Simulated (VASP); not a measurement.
# MgO (P-6m2) in VASP: further runs

The runs below take MgO through G0W0 low-scaling quasiparticle levels, evGW quasiparticle levels, G0W0 quasiparticle levels, with PBE.

Program: VASP 6.6.1. These are calculated values, not measurements. Logs are shortened: lines on timing, memory, paths and dates and some standing lists are left out, and cuts for length are marked.

## (1) The structure

It takes space group P-6m2 (No. 187, hexagonal). Conventional cell: a = 2.938 Å, b = 2.938 Å, c = 2.680 Å, α = 90.00°, β = 90.00°, γ = 120.00°. Mg (site symmetry -6m2) is surrounded by 6 O at 2.16 Å. O (site symmetry -6m2) is surrounded by 6 Mg at 2.16 Å.

Measurements of this composition are mostly on another form, of space group No. 225.

## (2) G0W0 low-scaling quasiparticle levels, PBE

Contents of POSCAR:

```
MgO
1.0
    2.9380209034      0.0000000000      0.0000000000
   -1.4690104517      2.5444007392      0.0000000000
    0.0000000000      0.0000000000      2.6796800000
Mg O
1 1
Direct
    0.0000000000      0.0000000000      0.0000000000
    0.3333333333      0.6666666667      0.5000000000
```

Contents of INCAR.step1:

```
SYSTEM = MgO
PREC = Accurate ; ENCUT = 500
EDIFF = 1E-8 ; ISMEAR = 0
SIGMA = 0.01 ; LREAL = .FALSE.
LASPH = .TRUE. ; NELM = 80
ALGO = Normal ; LWAVE = .TRUE.
LCHARG = .FALSE. ; GGA = PE
```

Contents of INCAR.step2:

```
SYSTEM = MgO
PREC = Accurate ; ENCUT = 500
EDIFF = 1E-8 ; ISMEAR = 0
SIGMA = 0.01 ; LREAL = .FALSE.
LASPH = .TRUE. ; NELM = 1
ALGO = Exact ; LWAVE = .TRUE.
LCHARG = .FALSE. ; GGA = PE
NBANDS = 132 ; LOPTICS = .TRUE.
ISTART = 1
```

Contents of INCAR.step3:

```
SYSTEM = MgO
PREC = Accurate ; ENCUT = 500
EDIFF = 1E-8 ; ISMEAR = 0
SIGMA = 0.01 ; LREAL = .FALSE.
LASPH = .TRUE. ; ALGO = EVGW0R
LWAVE = .FALSE. ; LCHARG = .FALSE.
GGA = PE ; NELMGW = 1
NBANDS = 132 ; ENCUTGW = 200
NOMEGA = 16 ; PRECFOCK = Fast
ISTART = 1 ; NBANDSGW = 12
```

Contents of KPOINTS:

```
regular mesh
0
G
  4 4 4
  0 0 0
```

Potentials or basis: VASP PAW PBE potentials, release 64 (Mg_GW, O_GW).

Launch:

```console
> cat potpaw_PBE.64/Mg_GW/POTCAR potpaw_PBE.64/O_GW/POTCAR > POTCAR
> cp INCAR.step1 INCAR
> mpirun -np 1 vasp_std > vasp.out
> cp INCAR.step2 INCAR
> mpirun -np 1 vasp_std > vasp.out
> cp INCAR.step3 INCAR
> mpirun -np 1 vasp_std > vasp.out
```

OUTCAR:

```text
SYSTEM = MgO
   PREC = Accurate
   ENCUT = 500
   EDIFF = 1E-8
   ISMEAR = 0
   LREAL = .FALSE.
   LASPH = .TRUE.
   GGA = PE
   NELMGW = 1
   ENCUTGW = 200
   PRECFOCK = Fast
   ISTART = 1

 ion  position               nearest neighbor table
   1  0.000  0.000  0.000-   2 2.16   2 2.16   2 2.16   2 2.16   2 2.16   2 2.16
   2  0.333  0.667  0.500-   1 2.16   1 2.16   1 2.16   1 2.16   1 2.16   1 2.16

  LATTYP: Found a hexagonal cell.
 ALAT       =     2.9380209034
 C/A-ratio  =     0.9120697531

  Lattice vectors:

 A1 = (   2.9380209034,   0.0000000000,   0.0000000000)
 A2 = (  -1.4690104517,   2.5444007392,   0.0000000000)
 A3 = (   0.0000000000,   0.0000000000,   2.6796800000)

Analysis of symmetry for initial positions (statically):
=====================================================================
 Subroutine PRICEL returns:
 Original cell was already a primitive cell.

 Routine SETGRP: Setting up the symmetry group for a
 hexagonal supercell.

 Subroutine GETGRP returns: Found 12 space group operations
 (whereof 12 operations were pure point group operations)
 out of a pool of 24 trial point group operations.

The static configuration has the point symmetry D_3h.

Analysis of symmetry for dynamics (positions and initial velocities):
=====================================================================
 Subroutine PRICEL returns:
 Original cell was already a primitive cell.

 Routine SETGRP: Setting up the symmetry group for a
 hexagonal supercell.

 Subroutine GETGRP returns: Found 12 space group operations
 (whereof 12 operations were pure point group operations)
 out of a pool of 24 trial point group operations.

The dynamic configuration has the point symmetry D_3h.

 Subroutine INISYM returns: Found 12 space group operations
 (whereof 12 operations are pure point group operations),
 and found     1 'primitive' translations

----------------------------------------------------------------------------------------

                                     Primitive cell

  volume of cell :      20.0320

  direct lattice vectors                    reciprocal lattice vectors
     2.938020903  0.000000000  0.000000000     0.340365175  0.196509926  0.000000000
    -1.469010452  2.544400739  0.000000000     0.000000000  0.393019851  0.000000000
     0.000000000  0.000000000  2.679680000     0.000000000  0.000000000  0.373178887

  length of vectors
     2.938020903  2.938020903  2.679680000     0.393019851  0.393019851  0.373178887

  position of ions in fractional coordinates (direct lattice)
     0.000000000  0.000000000  0.000000000
     0.333333333  0.666666667  0.500000000

  ion indices of the primitive-cell ions
   primitive index   ion index
                 1           1
                 2           2

----------------------------------------------------------------------------------------

 KPOINTS: regular mesh

Automatic generation of k-mesh.
 Grid dimensions read from file:
 generate k-points for:    4    4    4

 Generating k-lattice:

  Cartesian coordinates                     Fractional coordinates (reciprocal lattice)
     0.085091294  0.049127481  0.000000000     0.250000000  0.000000000  0.000000000
     0.000000000  0.098254963  0.000000000     0.000000000  0.250000000  0.000000000
     0.000000000  0.000000000  0.093294722     0.000000000  0.000000000  0.250000000

  Length of vectors
     0.098254963  0.098254963  0.093294722

  Shift w.r.t. Gamma in fractional coordinates (k-lattice)
     0.000000000  0.000000000  0.000000000

 Subroutine IBZKPT returns following result:
 ===========================================

 Found     12 irreducible k-points:

 Following reciprocal coordinates:
            Coordinates               Weight
  0.000000  0.000000  0.000000      1.000000
  0.250000  0.000000  0.000000      6.000000
  0.500000  0.000000  0.000000      3.000000
  0.250000  0.250000  0.000000      6.000000
  0.000000  0.000000  0.250000      2.000000
  0.250000  0.000000  0.250000     12.000000
  0.500000  0.000000  0.250000      6.000000
  0.250000  0.250000  0.250000     12.000000
  0.000000  0.000000  0.500000      1.000000
  0.250000  0.000000  0.500000      6.000000
  0.500000  0.000000  0.500000      3.000000
  0.250000  0.250000  0.500000      6.000000
   k-points           NKPTS =     12   k-points in BZ     NKDIM =     64   number of bands    NBANDS=    132
   number of dos      NEDOS =    301   number of ions     NIONS =      2
   total plane-waves  NPLWV =  11520
   dimension x,y,z NGX =    24 NGY =   24 NGZ =   20
   dimension x,y,z NGXF=    48 NGYF=   48 NGZF=   40
   ions per type =               1   1
   NGX,Y,Z   is equivalent  to a cutoff of  13.58, 13.58, 12.41 a.u.
   NGXF,Y,Z  is equivalent  to a cutoff of  27.16, 27.16, 24.82 a.u.
 SYSTEM =  MgO
   PREC   = accura    normal or accurate (medium, high low for compatibility)
   ISTART =      1    job   : 0-new  1-cont  2-samecut
   ICHARG =      0    charge: 1-file 2-atom 10-const
   ISPIN  =      1    spin polarized calculation?
   LNONCOLLINEAR =      F non collinear calculations
   LSORBIT =      F    spin-orbit coupling
   LASPH  =      T    aspherical Exc in radial PAW
   ENCUT  =  500.0 eV  36.75 Ry    6.06 a.u.   5.36  5.36  4.89*2*pi/ulx,y,z
   NELM   =     60;   NELMIN=  2; NELMDL=  0     # of ELM steps
   EDIFF  = 0.1E-07   stopping-criterion for ELM
   LREAL  =      F    real-space projection
   EDIFFG = 0.1E-06   stopping-criterion for IOM
   NSW    =      0    number of steps for IOM
   IBRION =     -1    ionic relax: 0-MD 1-quasi-New 2-CG
   NFREE  =      0    steps in history (QN), initial steepest desc. (CG)
   ISIF   =      0    stress and relaxation
   ISYM   =      3    0-nonsym 1-usesym 2-fastsym
   POTIM  = 0.5000    time-step for ionic-motion
   TEBEG  =    0.0;   TEEND  =   0.0 temperature during run
   PSTRESS=    0.0 pullay stress
   NELECT =       8.0000    total number of electrons
   NUPDOWN=      -1.0000    fix difference up-down
   EMIN   =  10.00;   EMAX   =-10.00  energy-range for DOS
   EFERMI =   0.00;   METHOD = LEGACY
   ISMEAR =     0;   SIGMA  =   0.01  broadening in eV -4-tet -1-fermi 0-gaus
   EFERMI_NEDOS =   21; number of points for ismear=-14 and -15
   IALGO  =     38    algorithm
   IMIX   =      4    mixing-type and parameters
     AMIX     =   0.40;   BMIX     =  1.00
     AMIX_MAG =   1.60;   BMIX_MAG =  1.00
  volume/ion in A,a.u.               =      10.02        67.59
  Fermi-wavevector in a.u.,A,eV,Ry     =   1.205583  2.278221 19.775115  1.453430
  Thomas-Fermi vector in A             =   2.341275
   LORBIT       =      0    0 simple, 1 ext, 2 COOP (PROOUT), +10 PAW based schemes
   GGA     = PE    functional components
   LHFCALC =     T    Hartree Fock is set to
   PRECFOCK=fast      Normal, Fast or Accurate (Low or Medium for compatibility)
   ENCUT4O =  -1.0   cutoff for four orbital integrals eV
   NKREDX  =     1    reduce k-point grid by
   NKREDY  =     1    reduce k-point grid by
   NKREDZ  =     1    reduce k-point grid by
   AEXX    =    1.0000 exact exchange contribution
   HFSCREEN=    0.0000 screening length (either q_TF or 0.3 A-1)
   HFSCREENC=   0.0000 screening length for correlation (either q_TF or 0.3 A-1)
   ENCUTFOCK=  -1.0 apply spherical cutoff to Coloumb kernel
   IVDW    =     0    specifies the selected vdW correction
   LEPSILON=     F    determine dielectric tensor
   LRPA    =     F    only Hartree local field effects (RPA)
   LRPAFORCE           =     F    calculate RPA forces
   ENCUTGW             = 200.0    cutoff for response function in eV
   ENCUTGWSOFT         = 160.0    soft cutoff for Coulomb kernel in GW response function in eV
   ENCUTLF             =  -1.0    cutoff for local field effects
   NELMGW              =     1    number of iterations in solving QP/BSE equation
   NELMHF              =     1    number of iterations in the inner HF iteration
   NKREDLFX            =     1    NKREDLFY  =   1   NKREDLFZ  =   1
 non-spin polarized calculation
 Gauss-broadening in eV      SIGMA  =   0.01
  energy-cutoff  :      500.00
  volume of cell :       20.03
 maximum number of plane-waves:       526
 NGX is ok and might be reduce to    24
  NGX = 14; NGY = 14; NGZ = 12
   NGX = 11   NGY = 11   NGZ =  9
 maximum number of plane-waves:       138
 NGX is ok and might be reduce to    14
 maximum number of plane-waves:     32487
 maximum number of plane-waves:      8299
 NGX is ok and might be reduce to    54

      cutoff energy     smooth cutoff   RPA   correlation   Hartree contr. to MP2
---------------------------------------------------------------------------------
            200.000           160.000      -10.1901211726      -16.7772364552
            190.476           152.381      -10.0865755759      -16.6277121658
            181.406           145.125       -9.9717830508      -16.4598255229
            172.768           138.214       -9.8500843840      -16.2796354166
            164.541           131.632       -9.7194745208      -16.0841502176
            156.705           125.364       -9.5768094805      -15.8682015923
            149.243           119.394       -9.4269999785      -15.6382760296
            142.136           113.709       -9.2711422406      -15.3963009090
  linear regression
  converged value                          -11.5681939628      -18.8559972849

 QP shifts evaluated in KS or natural orbital/ Bruckner basis
 k-point   1 :       0.0000    0.0000    0.0000
 band No.  KS-energies   sigma(KS)    QP-e(linear)    Z         QP-e(zeros)     Z        occupation    Imag(E_QP)    QP_DIFF TAG

      1     -14.1154     -16.7507     -15.9674       0.7028     -15.9473       0.6881       2.0000      -1.8023       0.0000   2
      2       2.7220       1.0873       1.4891       0.7542       1.5106       0.7275       2.0000      -0.0211       0.0000   2
      3       2.7220       1.0861       1.4882       0.7542       1.5097       0.7274       2.0000      -0.0211       0.0000   2
      4       2.9242       1.2716       1.6762       0.7552       1.6985       0.7276       2.0000      -0.0190      -0.0000   2
      5       6.3086       7.4066       7.2079       0.8190       7.2006       0.8057       0.0000      -0.0101       0.0000   2
      6      15.1813      16.3426      16.1217       0.8098      16.1134       0.7957       0.0000      -0.0455       0.0000   2
      7      18.8392      20.0991      19.8682       0.8167      19.8612       0.8057       0.0000      -0.2357       0.0000   2
      8      18.8392      20.0991      19.8682       0.8167      19.8612       0.8057       0.0000      -0.2357       0.0000   2
      9      23.1262      24.0558      23.8833       0.8144      23.8810       0.8096       0.0000      -0.5938       0.0000   2
     10      24.0881      25.6620      25.3113       0.7772      25.3021       0.7657       0.0000      -0.6954       0.0000   2
     11      25.7489      27.4141      27.0373       0.7738      27.0256       0.7599       0.0000      -0.7057       0.0000   2
     12      25.7489      27.4136      27.0369       0.7738      27.0252       0.7599       0.0000      -0.7057      -0.0000   2

 k-point   2 :       0.2500    0.0000    0.0000
 band No.  KS-energies   sigma(KS)    QP-e(linear)    Z         QP-e(zeros)     Z        occupation    Imag(E_QP)    QP_DIFF TAG
[... 161 lines left out ...]
      1     -12.3258     -14.7717     -14.0350       0.6988     -14.0186       0.6860       2.0000      -1.4810       0.0000   2
      2      -0.4244      -2.4929      -1.9436       0.7344      -1.9084       0.7002       2.0000      -0.1204      -0.0000   2
      3       0.5132      -1.5182      -0.9972       0.7435      -0.9625       0.7087       2.0000      -0.0692      -0.0000   2
      4       1.7160      -0.1230       0.3363       0.7502       0.3643       0.7192       2.0000      -0.0379       0.0000   2
      5       9.6747      10.6068      10.4382       0.8192      10.4327       0.8073       0.0000      -0.0338      -0.0000   2
      6      14.9270      16.3409      16.0922       0.8241      16.0815       0.8088       0.0000      -0.1085      -0.0000   2
      7      16.1724      18.0437      17.6421       0.7854      17.6211       0.7628       0.0000      -0.1481      -0.0000   2
      8      17.5208      18.9150      18.6322       0.7972      18.6219       0.7824       0.0000      -0.1822       0.0000   2
      9      19.8546      21.8533      21.3783       0.7624      21.3567       0.7409       0.0000      -0.3834       0.0000   2
     10      24.5213      26.0378      25.7161       0.7879      25.7073       0.7764       0.0000      -0.6024      -0.0000   2
     11      27.7690      29.3103      29.0174       0.8100      29.0084       0.7984       0.0000      -0.6479      -0.0000   2
     12      29.7880      31.1409      30.8733       0.8022      30.8672       0.7933       0.0000      -0.8126      -0.0000   2

  HF+RPA corr. energy TOTEN  =       -30.83225867 eV

  HF+E_corr(extrapolated)    =       -32.21033146 eV
```

Run time: 23 min. Hardware: 1 thread of Intel Xeon Platinum 8375C at 2.90GHz (Ice Lake), shared host; peak memory 3.4 GiB.

Results:

* Band gap on the k mesh, mean-field level: 3.03 eV, indirect (least direct gap 3.38 eV)
* Quasiparticle gap: 5.09 eV
* Least direct quasiparticle gap: 5.50 eV
* RPA correlation energy: -5.784 eV/atom
* RPA correlation energy per cell: -11.568 eV

Levels at points of the mesh, in eV from the valence-band top:
```
           k point  band 1  band 2  band 3  band 4  band 5  band 6  band 7  band 8
(0.00, 0.00, 0.00)  -17.39   -0.56   -0.56   -0.35    3.03   11.90   15.56   15.56
(0.50, 0.00, 0.00)  -16.36   -4.84   -1.27    0.00    6.63   10.56   13.12   17.76
(0.00, 0.00, 0.50)  -16.32   -5.31   -0.05   -0.05    8.30    9.04   17.58   17.58
(0.50, 0.00, 0.50)  -15.60   -3.67   -3.31   -0.78    5.85   11.43   13.97   14.88
```

Caveat: the k mesh is coarse (spacing up to 0.62 Å⁻¹), so the values aren't converged; bands, screening cutoff and mesh are small and nothing is extrapolated, so the quasiparticle values aren't converged. A k mesh can miss the band edges.

(Part 1 of 2 ends here.)
